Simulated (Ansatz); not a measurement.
Cu, diamond: how the functional moves the structure

All rows: Ansatz, plane waves with scalar-relativistic PAW, 420 eV (500 eV for the SCAN forms), relaxed under each functional, no dispersion correction, no zero-point motion. B₀ comes from uniform scaling at fixed shape; a dash is a value not given.

```csv
functional,V (Å³/atom),cell,B₀ (GPa),magnetic state,ΔE to fcc (meV/atom)
PBE,19.15,a = 5.350 Å,54,spin not included,1041
r²SCAN,18.08,a = 5.249 Å,66,spin not included,1126
PBEsol,17.89,a = 5.231 Å,68,spin not included,1201
LDA,17.06,a = 5.149 Å,78,spin not included,1237
revPBE,19.88,a = 5.418 Å,47,spin not included,986
RPBE,20.18,a = 5.445 Å,45,spin not included,965
BLYP,20.46,a = 5.470 Å,44,spin not included,696
```

LDA gives the smallest volume and BLYP the largest.
